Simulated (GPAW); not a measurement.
SiC (Moissanite):

```
Si C
1.0
     3.07600    0.00000    0.00000
    -1.53800    2.66389    0.00000
     0.00000    0.00000    5.04800
Si C
2 2
Direct
  0.66667 0.33333 0.50000
  0.33333 0.66667 0.00000
  0.66667 0.33333 0.88500
  0.33333 0.66667 0.38500
```

Base run:

| Quantity | Value |
| --- | --- |
| Program | GPAW 26.7.0 |
| Functional | LDA |
| Potentials or basis | the program's PAW data sets (release 1.2.1) made for this functional |
| Cutoff | 800 eV |
| Basis | pw |
| k mesh | 9 × 9 × 5 |
| Occupations | fermi-dirac, width 0.05 eV |
| Spin | no spin polarisation |

Its results: band gap on the k mesh 2.21 eV, indirect (least direct gap 4.02 eV); pressure -2.8 GPa; largest force 0.747 eV/Å.

The run is repeated on the same cell with these changes: functional from LDA to revPBE. What comes out?

Band gap on the k mesh 2.34 eV, indirect (least direct gap 4.14 eV); pressure 7.4 GPa; largest force 0.777 eV/Å.

revPBE binds less tightly than LDA, so the same cell stands under more pressure.
